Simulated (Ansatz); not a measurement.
A plane-wave DFT run in Ansatz 0.2.0 (scalar-relativistic PAW potentials unless the input names others): input and command.

```yaml
crystal:
  lattice:
    - [0.0, 2.694, 2.694]
    - [2.694, 0.0, 2.694]
    - [2.694, 2.694, 0.0]
  atoms:
    - { symbol: Cd, position: [0.0, 0.0, 0.0] }
    - { symbol: F, position: [0.25, 0.25, 0.25] }
    - { symbol: F, position: [0.75, 0.75, 0.75] }
basis:
  ecutwfc: 420
kpoints:
  mp_grid: { grid: [8, 8, 8] }
hamiltonian:
  xc: rpbe
  dispersion: d3bj
scf:
  occupations: { method: cold, width: 0.005 }
output:
  forces: true
  eigenvalues: true
  stress: true
```

```bash
ansatz run input.yaml --threads 1 --pin off --max-ram 2560MiB --backend cpu --events-out ev --progress --plain --runs-dir out
```

Abridged log:
```
Basis set: ecut = 420 eV, 749 PW (Γ), exchange–correlation on 54×54×54 points (8 copies of the dense FFT grid, shifted against one another)
Bands: 21, of which v1, the nominal top of the filled ones, is band 17 counted from 1 (16 counted from 0)
Symmetry: 48 space group operations
k-points: 29 of 512
SCF iter   1: F=—  HF=-9886.145077 eV  |F-HF|=—  |Δ(HF+E_count)|=         —  Δρ=7.07e-3  dr2=1.56e-2  ethr=1.77e-3  ⟨swp⟩=5.0  Hψ=2571  notcnv=0
SCF iter   2: F=—  HF=-9886.142290 eV  |F-HF|=—  |Δ(HF+E_count)|=   2.79e-3  S|Δr|=    0.00e0  Δρ=3.62e-3  dr2=1.86e-3  ethr=4.60e-5  ⟨swp⟩=2.0  Hψ=1331  notcnv=0
SCF iter   3: F=—  HF=-9886.141885 eV  |F-HF|=—  |Δ(HF+E_count)|=   4.05e-4  S|Δr|=    0.00e0  Δρ=9.78e-4  dr2=2.22e-4  ethr=5.46e-6  ⟨swp⟩=2.0  Hψ=1101  notcnv=0
SCF iter   4: F=—  HF=-9886.141930 eV  |F-HF|=—  |Δ(HF+E_count)|=   4.45e-5  S|Δr|=    0.00e0  Δρ=4.30e-4  dr2=3.25e-5  ethr=6.53e-7  ⟨swp⟩=2.6  Hψ=1002  notcnv=0
SCF iter   5: F=—  HF=-9886.142142 eV  |F-HF|=—  |Δ(HF+E_count)|=   2.12e-4  S|Δr|=    0.00e0  Δρ=3.32e-5  dr2=2.94e-7  ethr=9.57e-8  ⟨swp⟩=2.0  Hψ=1017  notcnv=0
SCF iter   6: F=-9886.142143 eV  HF=-9886.142143 eV  |F-HF|=1.19e-8  |Δ(HF+E_count)|=   4.19e-7  S|Δr|=    0.00e0  Δρ=4.38e-6  dr2=3.08e-9  ethr=2.94e-10  ⟨swp⟩=5.0  Hψ=2490  notcnv=0
SCF 1 converged in 6 iterations: F = -9886.142143 eV  dr2 = 3.08e-9
SCF converged after 6 iterations
Stability not checked: this state was not tested for a lower state beside it, because cold or Methfessel-Paxton smearing, or corrected tetrahedra, fill the levels in a way that the test cannot read (fill_not_monotonic; see scf.lower_state_search)
Free energy (F): -9886.142143 eV
Harris-Foulkes:  -9886.142143 eV  (|F-HF|=1.19e-8)
Internal energy: -9886.142143 eV  (E = F + TS)
E sigma→0 (E₀):  -9886.142143 eV
Fermi energy:    8.289885 eV
Step filling:    the computed levels leave a gap of 3.3025 eV = 660.5 smearing widths at the electron count; against every level under it full and every level over it empty, smearing changes F+E_penalty+E_count by +0.00e0 meV and its σ→0 estimate by +0.00e0 meV
  E_disp       = -1.714094  (pairwise vdW)
--- Forces (eV/Å), atoms counted from 1 ---
  atom   1  Cd     0.00000000     0.00000000     0.00000000
  atom   2  F      0.00000000     0.00000000     0.00000000
  atom   3  F      0.00000000     0.00000000     0.00000000
--- Stress (GPa, compression-positive) ---
        0.576840       0.000000       0.000000
        0.000000       0.576840       0.000000
        0.000000       0.000000       0.576840
  P = ⅓ Tr σ = 0.5768 GPa (5.768 kbar)
```

Apart from outputs and empty bands, the input differs from a reference run on usual settings in hamiltonian.xc: "pbe" → "rpbe"; scf.occupations.method: "gaussian" → "cold"; scf.occupations.width: 0.02 → 0.005. The reference, at the same geometry (not necessarily relaxed), gave pressure 3.38 GPa, largest force 0.000 eV/Å, gap on the mesh 3.10 eV. This run converged in 6 SCF iterations (reference: 6) with a total energy on another zero, pressure 0.58 GPa, largest force 0.000 eV/Å, gap on the mesh 3.30 eV.

Time: 1.2 s on 1 thread of Arm Neoverse V2, on a shared host, peak memory 0.29 GiB.